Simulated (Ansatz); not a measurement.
A run of Ansatz 0.2.0 is set up as follows.

File input.yaml:

```yaml
crystal:
  lattice:
    - [0.0, 2.77, 2.77]
    - [2.77, 0.0, 2.77]
    - [2.77, 2.77, 0.0]
  atoms:
    - { symbol: Te, position: [0.75, 0.75, 0.75] }
    - { symbol: Be, position: [0.0, 0.0, 0.0] }
kpoints:
  mp_grid: { grid: [6, 6, 6] }
scf:
  occupations: { method: fermi_dirac, width: 0.06 }
hamiltonian:
  xc: pbe
  pseudopotentials: { kind: all_electron, lapw: { basis_error: 0.004 } }
output:
  forces: true
  stress: true
  eigenvalues: true
```

Potentials or basis: all-electron LAPW, scalar-relativistic.

Run with:

```sh
$ ansatz run input.yaml --threads 1 --pin off --max-ram 3072MiB --backend cpu --events-out ev --progress --plain --runs-dir out
```

Predict the band gap on the k mesh.

1.86 eV, indirect (least direct gap 3.58 eV).

Predict the pressure.

4.3 GPa.

Caveat: spin-orbit coupling is left out, which moves the levels of the heavy elements. A k mesh can miss the band edges.
